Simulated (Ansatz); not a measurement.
# C: what a guessed cell relaxes into, part 2 of 2

The task: take a trial cell of C to zero force and stress.

Ansatz 0.2.0; DFT PBE, scalar-relativistic, plane waves, PAW. Earlier steps stand in the parts before.

## 4. Final relaxation

The end of the coarse run is made exact in the group found at a tolerance of 0.06 Å and reduced to its primitive cell.

The input, input.yaml:

```yaml
crystal:
  lattice:
    - [-2.1909220742, 2.1909220742, 2.1909220742]
    - [2.1909220742, -2.1909220742, 2.1909220742]
    - [2.1909220742, 2.1909220742, -2.1909220742]
  atoms:
    - { symbol: C, position: [0.75, 0.25, 0.5] }
    - { symbol: C, position: [0.25, 0.75, 0.5] }
    - { symbol: C, position: [0.5, 0.25, 0.75] }
    - { symbol: C, position: [0.75, 0.5, 0.25] }
    - { symbol: C, position: [0.5, 0.75, 0.25] }
    - { symbol: C, position: [0.25, 0.5, 0.75] }
basis:
  ecutwfc: 420
kpoints:
  mp_grid: { grid: [8, 8, 8] }
hamiltonian:
  xc: pbe
scf:
  occupations: { method: gaussian, width: 0.02 }
output:
  forces: true
  stress: true
  eigenvalues: true
  write_density: true
  write_potential: true
  elf: true
  volumetric_format: npy
relax:
  adjacent_minimum: "off"
  f_tol: 0.01
  max_steps: 80
  cell: { stress_tol: 0.05 }
```

Launch:

```
$ ansatz run input.yaml --threads 1 --pin off --max-ram 2048MiB --backend cpu --events-out ev --progress --plain --runs-dir out
```

The log of the run:

```text
Warning: RAYON_NUM_THREADS=1 ignored (pool sized by the plan → 1); use --threads N
Engine: ansatz 0.2.0, aarch64-unknown-linux-gnu
Pseudopotentials: kind: paw
Pseudopotential: C, paw, valence charge 4, recommended cutoff 420 eV (normal), C.paw.azcp
Functional definition: PBE
  parameter kappa = 0.804
  parameter beta = 0.06672455060314922
  exchange = pbe_x(kappa = kappa, mu = beta*pi^2/3)
  correlation = pbe_c(beta = beta)
Crystal: 6 atoms, lattice volume = 42.067 Å³
Basis set: ecut = 420 eV, 791 PW (Γ), exchange–correlation on 54×54×54 points (8 copies of the dense FFT grid, shifted against one another)
Bands: 18, of which v1, the nominal top of the filled ones, is band 12 counted from 1 (11 counted from 0)
Symmetry: 48 space group operations
Space group: Im-3m (ITA 229), of the structure as read, at distance tolerance 3.5e-5 Å
k-points: 29 of 512
Non-local potential: C, projectors of the file, l = 0: 2, l = 1: 2, l = 2: 1
PAW form: soft (Blöchl's): semilocal exchange-correlation on the pseudo side does not see the compensation charge
PAW one-centre angular grid: C, 110 points (default); XC on 64 Gauss nodes
Initial density: superposition of atomic densities (neutral atoms: chi_scale 0, normalization atom), corrected by the library's trained network
Initial wavefunctions: pseudopotential atomic-orbital guess
Functional: x = pbe(κ = 0.804, μ = 0.2195149727645171), c = pbe(β = 0.06672455060314922)
SCF iter   1: F=—  HF=-1502.537403 eV  |F-HF|=—  |Δ(HF+E_count)|=         —  Δρ=6.30e-3  dr2=1.01e-2  ethr=1.77e-3  ⟨swp⟩=7.3  Hψ=2801  notcnv=0
preconditioner: auto → none  [insulator: Δε(μ)=2.628 eV  Ē_g=15.806 eV  σ=0.020 eV  W_gap=1.00  n_scr=12 (ndim 8)  ℏωp=28.0 eV  f_vac=0.046  D(μ)=0.00/eV (n_scr^D=0)  ε∞_Penn≈4.1]
SCF iter   2: F=—  HF=-1502.542729 eV  |F-HF|=—  |Δ(HF+E_count)|=   5.33e-3  Δρ=2.89e-3  dr2=1.86e-3  ethr=4.22e-5  ⟨swp⟩=2.8  Hψ=1170  notcnv=0  defer=44
SCF iter   3: F=—  HF=-1502.545451 eV  |F-HF|=—  |Δ(HF+E_count)|=   2.72e-3  Δρ=3.51e-4  dr2=2.67e-5  ethr=7.77e-6  ⟨swp⟩=2.2  Hψ=958  notcnv=0  defer=44
SCF iter   4: F=—  HF=-1502.545505 eV  |F-HF|=—  |Δ(HF+E_count)|=   5.37e-5  Δρ=2.88e-5  dr2=2.48e-7  ethr=1.11e-7  ⟨swp⟩=2.0  Hψ=824  notcnv=0  defer=44
iter 5 did not close the SCF: its close was put off for the readings that it lacked (scf_convergence_deferred on its scf_iter line)
SCF iter   5: F=-1502.545505 eV  HF=-1502.545505 eV  |F-HF|=8.48e-9  |Δ(HF+E_count)|=   9.51e-8  Δρ=6.33e-6  dr2=1.57e-8  ethr=1.04e-9  ⟨swp⟩=2.0  Hψ=826  notcnv=0  defer=44
SCF iter   6: F=-1502.545505 eV  HF=-1502.545505 eV  |F-HF|=1.29e-10  |Δ(HF+E_count)|=   5.54e-9  Δρ=1.14e-6  dr2=4.53e-10  ethr=6.54e-11  ⟨swp⟩=10.7  Hψ=3501  notcnv=0
SCF 1 converged in 6 iterations: F = -1502.545505 eV  dr2 = 4.53e-10
relax step   1: F+E_penalty+E_count = -1502.54550491 eV  Δ(F+E_penalty+E_count) = +0.000e0 eV  max|allowed force component| = 1.002e-16 eV/Å  Δτ_max = 0.0000 Å  P = +0.021 GPa  Ω = 42.067 Å³  (6 SCF iters, dr2 threshold 1.00e-7 eV, accepted)
Initial density: handed on by an earlier stage of this run
Initial wavefunctions: pseudopotential atomic-orbital guess (no wavefunctions were taken with the density)
iter 1 solved again at ethr=9.61e-8 eV; its pass at ethr=3.10e-3 eV (dr2=2.31e-5 eV) is discarded
SCF iter   1: F=—  HF=-1502.545508 eV  |F-HF|=—  |Δ(HF+E_count)|=         —  Δρ=1.22e-6  dr2=5.67e-10  ethr=9.61e-8  ⟨swp⟩=4.1  Hψ=4231  notcnv=0
eigensolver tolerance schedule: the retry pair's looser diagonalisation over-reported the residual by 40694.48 of it (diagonalisation noise at an unbounded share of the residual, at the tolerance the schedule requests for it); recorded, not acted on — ethr = c·dr2/N_el stays at c = 1.0e-1
preconditioner: auto → none  [insulator: Δε(μ)=2.623 eV  Ē_g=15.808 eV  σ=0.020 eV  W_gap=1.00  n_scr=12 (ndim 8)  ℏωp=28.0 eV  f_vac=0.059  D(μ)=0.00/eV (n_scr^D=0)  ε∞_Penn≈4.1]
SCF iter   2: F=—  HF=-1502.545505 eV  |F-HF|=—  |Δ(HF+E_count)|=   2.93e-6  Δρ=4.09e-7  dr2=3.10e-11  ethr=1.00e-12  ⟨swp⟩=6.6  Hψ=3544  notcnv=0
SCF iter   3: F=-1502.545505 eV  HF=-1502.545505 eV  |F-HF|=5.00e-12  |Δ(HF+E_count)|=  2.50e-11  Δρ=1.21e-7  dr2=1.93e-12  ethr=1.00e-12  ⟨swp⟩=4.9  Hψ=2321  notcnv=0
SCF 2 converged in 3 iterations: F = -1502.545505 eV  dr2 = 1.93e-12
relax step   2: F+E_penalty+E_count = -1502.54550491 eV  Δ(F+E_penalty+E_count) = -8.913e-11 eV  max|allowed force component| = 1.294e-16 eV/Å  Δτ_max = 0.0000 Å  P = +0.021 GPa  Ω = 42.067 Å³  stress off target by 2.09e-2 GPa  SCF on the basis re-selected at this cell (its energy is not comparable with the rows above)  (3 SCF iters)
basis re-selected at this cell: Δ(F+E_penalty+E_count) = -8.913e-11 eV, ΔP = -0.000 GPa vs the last step (what re-selecting the basis moved, of the pressure what is left beyond the Pulay correction that the steps carried, after the strain that the cell walked since its last selection, with what the two solves' SCF thresholds leave and, on support functions, any second-order correction that the steps lacked; it is no measure of the basis error at this ecutwfc). This SCF's stress stands 2.09e-2 GPa from its target on what of the cell is left free (relax.cell.stress_tol is 5.00e-2 GPa) and its largest allowed force component is 1.29e-16 eV/Å (relax.f_tol is 1.00e-2 eV/Å): within both
SCF converged after 3 iterations
Free energy (F): -1502.545505 eV
Harris-Foulkes:  -1502.545505 eV  (|F-HF|=5.00e-12)
Internal energy: -1502.545505 eV  (E = F + TS)
E sigma→0 (E₀):  -1502.545505 eV
Fermi energy:    11.201359 eV
--- Per-component energies (eV) ---
  E_band       = 33.044747
  E_kinetic    = 549.070957
  E_local      = -646.827947  (includes V_loc(G=0)·N_el)
  E_nonlocal   = 160.301145
  E_hartree    = 185.008456
  E_xc         = -290.310805
  E_vxc        = -360.029676  (∫ρ·V_xc dr)
  E_paw        = -594.952876  (= ΣΔE_a)
  E_vpaw       = -39.486707  (= ΣTr[D̂ρ^β])
  E_aug_tail   = 0.000047  (compensation charges beyond the density's cutoff)
  E_ewald      = -864.834483
  E_smearing   = -0.000000  (= −TS)
  E_closure    = 0.000000  (closes the sum)
  Σ components = -1502.545505   (vs F -1502.545505, Δ=0.00e0)
--- Forces (eV/Å), atoms counted from 1 ---
  atom   1  C     -0.00000000     0.00000000    -0.00000000
  atom   2  C      0.00000000    -0.00000000     0.00000000
  atom   3  C      0.00000000     0.00000000     0.00000000
  atom   4  C      0.00000000     0.00000000     0.00000000
  atom   5  C      0.00000000    -0.00000000     0.00000000
  atom   6  C     -0.00000000     0.00000000     0.00000000
  max |Σ_I F_I| component: 1.11e-16 eV/Å
--- Stress (GPa, compression-positive) ---
        0.020869       0.000000      -0.000000
       -0.000000       0.020869       0.000000
       -0.000000       0.000000       0.020869
  P = ⅓ Tr σ = 0.0209 GPa (0.209 kbar)
--- Band table (eV; the first three rows and the last of 29) ---
  k-point 0: bands = ["-10.4423", "-2.5709", "-2.5709", "-0.1064", "-0.1064", "-0.1064", "3.9872", "3.9872", "3.9872", "5.5063", "5.5063", "5.5063", "14.9342", "14.9342", "14.9342", "17.0169", "21.0882", "21.0882"]
  k-point 1: bands = ["-10.2771", "-3.3632", "-2.8642", "-0.3722", "0.3507", "0.4788", "3.4612", "3.7166", "4.4841", "5.4808", "5.8839", "6.1678", "14.6253", "14.6413", "15.1444", "17.5734", "21.3136", "21.5249"]
  k-point 2: bands = ["-9.7910", "-4.8029", "-3.3640", "-0.8690", "1.3211", "1.3246", "2.7518", "3.4001", "5.3040", "5.6016", "6.4005", "7.2233", "14.2497", "14.3517", "15.7474", "19.0099", "20.3795", "20.8767"]
  k-point 28: bands = ["-6.9834", "-6.9834", "-2.9589", "-2.9589", "-2.9589", "-1.5316", "6.0217", "6.0217", "6.0217", "9.8899", "9.8899", "9.8899", "14.0888", "14.0888", "14.0888", "15.8133", "20.4901", "20.4901"]
--- Relaxed structure (1 steps of the walk, 1 accepted, 1 SCFs on fresh bases) ---
  F+E_penalty+E_count = -1502.54550491 eV   max|allowed force component| = 1.294e-16 eV/Å   (the final SCF, on the basis selected at the relaxed cell)
  cell:  # Å, volume = 42.0669 Å³
    - [-2.1909220742, 2.1909220742, 2.1909220742]
    - [2.1909220742, -2.1909220742, 2.1909220742]
    - [2.1909220742, 2.1909220742, -2.1909220742]
  atoms:
    - { symbol: C, position: [0.7500000000000001, 0.24999999999999994, 0.5000000000000001] }
    - { symbol: C, position: [0.24999999999999994, 0.7500000000000001, 0.5000000000000001] }
    - { symbol: C, position: [0.5, 0.25000000000000006, 0.75] }
    - { symbol: C, position: [0.7500000000000002, 0.5000000000000001, 0.25000000000000006] }
    - { symbol: C, position: [0.5000000000000001, 0.7500000000000002, 0.25000000000000006] }
    - { symbol: C, position: [0.25000000000000006, 0.5, 0.75] }
```

It took 3.3 s on 1 thread of Arm Neoverse V1, shared host; peak memory 0.3 GiB.

Relaxation path:

```csv
step,energy from step 1 (eV/cell),largest force component (eV/Å),pressure (GPa),volume (Å³)
1,0.0000,0.0000,0.02,42.07
2,0.0000,0.0000,0.02,42.07
```

Step 1 is the start. Step 2 repeats the geometry before it on a plane-wave basis chosen anew for that cell, so its energy need not be comparable with the rows above.

Lengths and angles in the start's conventional setting:

|  | before | after | change |
| --- | --- | --- | --- |
| a (Å) | 4.382 | 4.382 | 0.0 % |
| b (Å) | 4.382 | 4.382 | 0.0 % |
| c (Å) | 4.382 | 4.382 | 0.0 % |
| volume (Å³/atom) | 7.01 | 7.01 | 0.0 % |
| shortest distance (Å) | 1.549 | 1.549 | 0.0 % |
| space group (0.01 Å) | Im-3m | Im-3m | same |

The run keeps the 48 symmetry operations of the start, so it could not have lowered the symmetry.

The maps below are laid out on this run's own conventional cell (a, b, c = 4.382, 4.382, 4.382 Å).

Density in a lattice plane of the grid's cell (edges 4.38 and 4.38 Å, at 0.000 of the third edge), which holds C.

Ten even steps from ' ' (0.01 e/Å³) to '@' (1.85 e/Å³):
```
                ....::------::....              
                ..::==++**++==::..              
              ..::==++##%%##++==::..            
            ..::--++##@@@@@@##++--::..          
          ..::--==**%%@@@@@@%%**==--::..        
      ....::--==**%%@@@@@@@@@@%%**==--::....    
......::--==++**##%%%%%%%%%%%%%%##**++==--::....
::::--==++##%%@@@@%%##******##%%@@@@%%##++==--::
::--==**%%@@@@@@@@##++==--==++##@@@@@@@@%%**==--
----++##@@@@@@@@@@##++------++##@@@@@@@@@@##++--
::--==**%%@@@@@@@@##++==--==++##@@@@@@@@%%**==--
::::--==++##%%@@@@%%##******##%%@@@@%%##++==--::
......::--==++**##%%%%%%%%%%%%%%##**++==--::....
      ....::--==**%%@@@@@@@@@@%%**==--::....    
          ..::--==**%%@@@@@@%%**==--::..        
            ..::--++##@@@@@@##++--::..          
              ..::==++##%%##++==::..            
                ..::==++**++==::..              
                ....::------::....              
                ....::::--::::....              
```
Columns run along the first of these edges and rows up along the second, over one cell in 24 and 20 even steps from the bottom left corner. Atoms in the plane (fractional): C at (0.50, 0.75), C at (0.50, 0.25), C at (0.75, 0.50), C at (0.25, 0.50).

ELF in the same plane.

Ten even steps from '0' (0.00) to '9' (0.93):
```
000000001223332210000000
000000112455555421100000
000001234555555543210000
000012356542124565321000
000124578741014787542100
001245789973137998754210
112456799996569999765421
124555579987578997555542
235542136774347763124553
235631013653235631013653
235542136774347763124553
124555579987578997555542
112456799996569999765421
001245789973137998754210
000124578741014787542100
000012356542124565321000
000001234555555543210000
000000112455555421100000
000000001223332210000000
000000000112221100000000
```
Columns run along the first of these edges and rows up along the second, over one cell in 24 and 20 even steps from the bottom left corner. Atoms in the plane (fractional): C at (0.50, 0.75), C at (0.50, 0.25), C at (0.75, 0.50), C at (0.25, 0.50).

Both are smooth fields of the valence electrons: close to the nuclei they are not physical.

The highest ELF values outside the cores: 0.94 on the C–C line, 0.8 Å from C.

## 5. Summary of results

What follows sums up all 2 parts. Changes of volume or cell count from the first structure of part 1.

| quantity | value |
| --- | --- |
| symmetry at the end (tolerance 0.02 Å) | space group Im-3m (No. 229) |
| conventional cell | a = 4.382 Å, b = 4.382 Å, c = 4.382 Å, α = 90.00°, β = 90.00°, γ = 90.00° |
| volume | 7.01 Å³/atom |
| energy over the standard state | +0.52 eV/atom |
| gap on the mesh | 2.62 eV |

**Reading.** The space group Im-3m (No. 229) is kept, and the volume per atom grows by 5.9 % from the first guess. It lies above the element's standard state, so it is metastable at best. No finished test with a distortion of lower symmetry is shown, so the end may be a saddle point.
